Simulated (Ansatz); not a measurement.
# GaN (F-43m) in Ansatz: notebook, part 2 of 3

Ansatz 0.2.0. Earlier steps stand in the parts before.

### 4 Band structure, PBE, spin-orbit coupling, no magnetisation

The input, input.yaml:

```yaml
crystal:
  lattice:
    - [0.0, 2.2535006075, 2.2535006075]
    - [2.2535006075, 0.0, 2.2535006075]
    - [2.2535006075, 2.2535006075, 0.0]
  atoms:
    - { symbol: Ga, position: [0.0, 0.0, 0.0] }
    - { symbol: "N", position: [0.25, 0.25, 0.25] }
kpoints:
  mp_grid: { grid: [7, 7, 7] }
  band_path:
    path:
      - [0.0, 0.0, 0.0]
      - [0.5, 0.0, 0.5]
      - [0.5, 0.25, 0.75]
      - [0.375, 0.375, 0.75]
      - [0.0, 0.0, 0.0]
      - [0.5, 0.5, 0.5]
      - [0.625, 0.25, 0.625]
      - [0.5, 0.25, 0.75]
    npoints: 12
scf:
  occupations: { method: fermi_dirac, width: 0.05 }
hamiltonian:
  xc: pbe
  pseudopotentials: { kind: all_electron, lapw: { basis_error: 0.001 } }
magnetization:
  noncollinear: true
  spin_orbit: true
output:
  forces: true
  stress: true
  eigenvalues: true
```

Potentials or basis: all-electron LAPW, relativistic spinors.

Run with:

```bash
ansatz run input.yaml --threads 1 --pin off --max-ram 3072MiB --backend cpu --events-out ev --progress --plain --runs-dir out
```

Standard output:

```text
Warning: RAYON_NUM_THREADS=1 ignored (pool sized by the plan → 1); use --threads N
LAPW: plane waves up to 10.519 Å⁻¹, error target 1.0e-3 eV per atom; Dirac's equation on spinors; N in spheres of 0.857 Å, 7 of its electrons in bands; Ga in spheres of 1.095 Å, 21 of its electrons in bands (how accurate: hamiltonian.pseudopotentials.lapw.basis_error, Limitations)
Engine: ansatz 0.2.0, aarch64-unknown-linux-gnu
Pseudopotentials: kind: all_electron
Pseudopotential: Ga, LAPW, valence charge 21, lapw/all_electron/dirac/gaussian/Ga, Dirac's equation, gaussian nucleus
Pseudopotential: N, LAPW, valence charge 7, lapw/all_electron/dirac/gaussian/N, Dirac's equation, gaussian nucleus
Functional definition: PBE
  parameter kappa = 0.804
  parameter beta = 0.06672455060314922
  exchange = pbe_x(kappa = kappa, mu = beta*pi^2/3)
  correlation = pbe_c(beta = beta)
non-collinear run that drives no moment, with spin-orbit: no starting moment large enough to seed its density (crystal.atoms[].spin), no starting occupations that ask for one, no magnetisation constraint and no magnetic field, so the semilocal B_xc is pinned to zero
Crystal: 2 atoms, lattice volume = 22.888 Å³
Basis set: ecut = 421.5530399599925 eV, 459 PW (Γ), exchange–correlation at level 2
Bands: 36, of which v1, the nominal top of the filled ones, is band 28 counted from 1 (27 counted from 0)
Symmetry: 24 space group operations + 24 with time reversal
Magnetic group: BNS 216.75 (UNI 1577), of the structure as read, at distance tolerance 2.8e-5 Å
k-points: 20 of 343 (time reversal used)
Non-local potential: Ga, projectors of the file, none
Non-local potential: N, projectors of the file, none
Initial density: superposition of atomic densities (chi_scale 0.1, normalization cell, long waves kept (reshape's long-wave potential 0.00 eV rms))
Initial wavefunctions: plane waves of lowest kinetic energy (no species holds an atomic orbital)
Functional: x = pbe(κ = 0.804, μ = 0.2195149727645171), c = pbe(β = 0.06672455060314922)
iter 1 solved again at ethr=1.89e-2 eV; its pass at ethr=1.00e-1 eV (dr2=5.29e0 eV) is discarded
SCF iter   1: F=—  HF=-54395.062917 eV  |F-HF|=—  |Δ(HF+E_count)|=         —  Δρ=1.36e-1  dr2=5.29e0  dr2_m=0.00e0 (ungated)  ethr=1.89e-2  |M|=0.00e0 ∫|m|=0.00e0 μB  β_m=0.30  ⟨swp⟩=2.0  Hψ=4685  notcnv=0
[... 10 lines left out ...]
NSCF: frozen V_eff on 85 k-points
SCF converged after 7 iterations
Magnetization: |M| = 0.0000 μB,  M = (+0.0000, +0.0000, +0.0000) μB
Absolute magnetization: 0.0000 μB (∫|m|)
  site 0: m = (+0.0000, +0.0000, +0.0000) μB, |m| = 0.0000 μB  (R = 1.09 Å)
  site 1: m = (+0.0000, +0.0000, +0.0000) μB, |m| = 0.0000 μB  (R = 0.86 Å)
Free energy (F): -54393.069460 eV
Harris-Foulkes:  -54393.069460 eV  (|F-HF|=4.18e-9)
Internal energy: -54393.069460 eV  (E = F + TS)
E sigma→0 (E₀):  -54393.069460 eV
Fermi energy:    12.299003 eV
--- Per-component energies (eV) ---
  E_band       = -1451.427165
  E_kinetic    = 55439.897441
  E_xc         = -2248.946372
  E_electrostatic = -107584.020528  (all electrons and nuclei)
  E_smearing   = -0.000000  (= −TS)
  E_closure    = 0.000000  (closes the sum)
  E_atoms      = -54380.897113  (free atoms, spherical and without spin; not in F)
  Σ components = -54393.069460   (vs F -54393.069460, Δ=0.00e0)
  Basis errors (estimates in eV, not in F): energy 4.4e-4 per atom: plane waves 4.0e-4 (2.4e-4 summed), levels above the bands 7.3e-102, relativity 6.7e-8, radial functions 3.5e-5, core shells 2.3e-10; eigenvalues (radial functions only) 9.3e-6; not estimated: angular momenta, meshes, grids; target (lapw.basis_error) 1.0e-3; muffin-tin radii N 0.857 Å, Ga 1.095 Å
--- Forces (eV/Å), atoms counted from 1 ---
  atom   1  Ga    -0.00000000     0.00000000    -0.00000000
  atom   2  N      0.00000000    -0.00000000     0.00000000
  max |Σ_I F_I| component: 5.55e-17 eV/Å
--- Stress (GPa, compression-positive) ---
        4.894123       0.000000      -0.000000
        0.000000       4.894123       0.000000
       -0.000000       0.000000       4.894123
  P = ⅓ Tr σ = 4.8941 GPa (48.941 kbar)
--- Band table (eV; the first three rows and the last of 20) ---
  k-point 0: bands = ["-363.7338", "-363.7338", "-130.6337", "-130.6337", "-83.8362", "-83.8362", "-80.2159", "-80.2159", "-80.2159", "-80.2159", "-4.5273", "-4.5273", "-2.2738", "-2.2738", "-2.2738", "-2.2738", "-1.9167", "-1.9167", "-1.6791", "-1.6791", "-1.6791", "-1.6791", "11.3941", "11.3941", "11.4061", "11.4061", "11.4061", "11.4061", "13.1359", "13.1359", "21.4956", "21.4956", "21.8205", "21.8205", "21.8205", "21.8205"]
  k-point 1: bands = ["-363.7338", "-363.7338", "-130.6337", "-130.6337", "-83.8363", "-83.8363", "-80.2161", "-80.2161", "-80.2159", "-80.2159", "-4.3150", "-4.3150", "-2.2741", "-2.2491", "-2.2054", "-2.2054", "-1.8725", "-1.8725", "-1.6806", "-1.6773", "-1.6773", "-1.6523", "9.5578", "9.5578", "11.1896", "11.1896", "11.1975", "11.2064", "14.4862", "14.4862", "20.8441", "20.8441", "21.9103", "21.9103", "22.1064", "22.1073"]
  k-point 2: bands = ["-363.7338", "-363.7338", "-130.6336", "-130.6336", "-83.8366", "-83.8366", "-80.2166", "-80.2166", "-80.2160", "-80.2160", "-3.8986", "-3.8986", "-2.2579", "-2.2272", "-1.9972", "-1.9972", "-1.7967", "-1.7967", "-1.6458", "-1.6109", "-1.4576", "-1.4576", "6.8847", "6.8847", "10.7674", "10.7674", "10.7822", "10.7929", "15.6852", "15.6852", "20.0877", "20.0877", "22.0500", "22.0500", "22.2157", "22.2158"]
  k-point 19: bands = ["-363.7338", "-363.7338", "-130.6336", "-130.6336", "-83.8370", "-83.8369", "-80.2170", "-80.2169", "-80.2166", "-80.2166", "-3.5358", "-3.4599", "-2.1630", "-2.1035", "-2.0791", "-1.7743", "-1.7550", "-1.6927", "-1.6347", "-1.5981", "0.1001", "0.1890", "5.6359", "5.6442", "7.2303", "7.2759", "8.6216", "8.6640", "17.4265", "17.4372", "19.4829", "19.4851", "21.6709", "21.7489", "23.0991", "23.1592"]
```

It took 67 s on 1 thread of Arm Neoverse V1, shared host; peak memory 0.38 GiB.

What came out:

```
Free energy             : -54393.0695 eV
Pressure                : 4.9 GPa
Band gap on the k mesh  : 1.73 eV, direct
Band gap along the path : 1.73 eV, direct
```

Levels at the corners of the path, in eV from the valence-band top:
```tsv
point	band 25	band 26	band 27	band 28	band 29	band 30	band 31	band 32
Γ	0.00	0.00	0.00	0.00	1.73	1.73	10.09	10.09
X	-2.73	-2.73	-2.68	-2.68	3.35	3.35	6.66	6.66
W	-3.72	-3.70	-3.65	-3.61	6.21	6.22	8.38	8.39
K	-4.28	-4.23	-2.18	-2.17	4.99	4.99	7.86	7.86
Γ	0.00	0.00	0.00	0.00	1.73	1.73	10.09	10.09
L	-0.98	-0.98	-0.96	-0.96	4.64	4.64	8.72	8.72
U	-4.28	-4.23	-2.18	-2.17	4.99	4.99	7.86	7.86
W	-3.72	-3.70	-3.65	-3.61	6.21	6.22	8.38	8.39
```

### 5 Elastic constants, LDA

The input, input.yaml:

```yaml
crystal:
  lattice:
    - [0.0, 2.2535006075, 2.2535006075]
    - [2.2535006075, 0.0, 2.2535006075]
    - [2.2535006075, 2.2535006075, 0.0]
  atoms:
    - { symbol: Ga, position: [0.0, 0.0, 0.0] }
    - { symbol: "N", position: [0.25, 0.25, 0.25] }
kpoints:
  mp_grid: { grid: [7, 7, 7] }
scf:
  occupations: { method: fermi_dirac, width: 0.05 }
hamiltonian:
  xc: lda
  pseudopotentials: { kind: all_electron, lapw: { basis_error: 0.001 } }
output:
  forces: true
  stress: true
elastic:
  mode: relaxed_ion
  stencil: two_point
```

Potentials or basis: all-electron LAPW, scalar-relativistic.

Run with:

```bash
ansatz run input.yaml --threads 1 --pin off --max-ram 3072MiB --backend cpu --events-out ev --progress --plain --runs-dir out
```

Standard output:

```text
Warning: RAYON_NUM_THREADS=1 ignored (pool sized by the plan → 1); use --threads N
LAPW: plane waves up to 10.870 Å⁻¹, error target 1.0e-3 eV per atom; small_component_spin mean_spin; N in spheres of 0.828 Å, 7 of its electrons in bands, Dirac shells []; Ga in spheres of 1.065 Å, 21 of its electrons in bands, Dirac shells [] (how accurate: hamiltonian.pseudopotentials.lapw.basis_error, Limitations)
Engine: ansatz 0.2.0, aarch64-unknown-linux-gnu
Pseudopotentials: kind: all_electron
Pseudopotential: Ga, LAPW, valence charge 21, lapw/all_electron/scalar/gaussian/Ga, Koelling and Harmon's equation, gaussian nucleus
Pseudopotential: N, LAPW, valence charge 7, lapw/all_electron/scalar/gaussian/N, Koelling and Harmon's equation, gaussian nucleus
Functional definition: SPW92
  exchange = slater_x
  correlation = pw_c
Crystal: 2 atoms, lattice volume = 22.888 Å³
Basis set: ecut = 450.1450685251928 eV, 531 PW (Γ), exchange–correlation at level 2
Bands: 18, of which v1, the nominal top of the filled ones, is band 14 counted from 1 (13 counted from 0)
[... 165 lines left out ...]
        -0.000     -0.000     -0.000      0.000    154.885     -0.000
        -0.000      0.000      0.000     -0.000     -0.000    154.885
  reference stress σ⁰ (GPa):      6.323      6.323      6.323     -0.000     -0.000     -0.000
  no Pulay correction (none for the plane-wave cutoff is built on LAPW): the batch's stresses and constants are at fixed plane waves
  C* (energy form; C + prestress term) asymmetry max|C*_kj − C*_jk| = 2.842e-14 GPa — a small one proves nothing (zero by symmetry where the batch's group is 432, −43m or m−3m); a large one is finite-difference/SCF noise where every solve meets its electron count
  moduli (Voigt/Reuss/Hill, GPa): K = 174.07/174.07/174.07   G = 119.62/101.33/110.48   E = 273.56   ν = 0.238
  mechanically stable: yes (min eigenvalue of sym C = 133.45 GPa)
  where every solve meets its electron count the energy-path curvature estimates C_jj along a normal strain and C_jj − ¼(σ⁰_aa + σ⁰_bb) along a shear (ab), closely only under elastic.basis: deformed
  strain η (Voigt 11):  stress-route row diagonal C_11 = 263.04 GPa, energy-path curvature d²(F+E_count)/dδ²/Ω₀ = 263.04 GPa
         δ    σ_11 (GPa)             F (eV)   n_scf  n_hpsi   n_pw
    -2.000e-3       5.7960      -54305.1765167       7   19747    531   relax 0 steps, max|allowed force component| 9.02e-17 eV/Å
     2.000e-3       6.8482      -54305.1729038       7   19754    531   relax 0 steps, max|allowed force component| 5.90e-17 eV/Å
  strain η (Voigt 23):  stress-route row diagonal C_44 = 154.89 GPa, energy-path curvature d²(F+E_count)/dδ²/Ω₀ = 151.72 GPa
         δ    σ_23 (GPa)             F (eV)   n_scf  n_hpsi   n_pw
    -2.000e-3      -0.3098      -54305.1747421       2    8922    531   relax 3 steps, max|allowed force component| 6.42e-7 eV/Å
     2.000e-3       0.3098      -54305.1747421       2    8952    531   relax 2 steps, max|allowed force component| 2.88e-7 eV/Å
```

elastic_members.tsv:

```text
# convention: tension-positive GPa; Voigt order 11 22 33 23 13 12; engineering shear strains; stresses and constants hold the Pulay correction, whose part of sigma0, of c and of each member's stress the lines and columns named pulay_correction_..._gpa give (of c_energy it is that of c and, on the columns of strains 1 to 3, that of sigma0; of a layer's constants it is that of c in the plane, times a tenth of its plane spacing in ang); where a line pulay_correction_withheld stands none holds it
[... 11 lines left out ...]
3	2.0000000000e-3	6.3229763572e0	6.3225669654e0	6.3225669654e0	3.0977022326e-1	-1.5763372027e-16	1.2399836265e-15	-5.4305174742e4	-5.4305174742e4	2	8952	531	2	2.8843354853e-7	0.0000000000e0	nan	nan	nan	nan	nan	nan	nan	0.0000000000e0
```

It took 2.1 min on 1 thread of Arm Neoverse V1, shared host; peak memory 0.35 GiB.

What came out:

- Free energy: -54305.1748 eV
- Pressure: -6.3 GPa
- Band gap on the k mesh: 1.74 eV, direct
- Elastic constants C11, C12, C44: 263, 130, 155 GPa
- Voigt bulk modulus: 174 GPa

Levels at points of the mesh, in eV from the valence-band top:
```tsv
k point	band 12	band 13	band 14	band 15	band 16	band 17
(0.00, 0.00, 0.00)	0.00	0.00	0.00	1.74	10.11	10.11
```

Elastic tensor in Voigt notation (GPa, in the Cartesian axes of the cell as first typed):
```
263 130 130   0   0   0
130 263 130   0   0   0
130 130 263   0   0   0
  0   0   0 155   0   0
  0   0   0   0 155   0
  0   0   0   0   0 155
```

Caveat: the cell is more than 3 GPa from zero pressure, which shifts response properties.

[end of part 2 of 3]
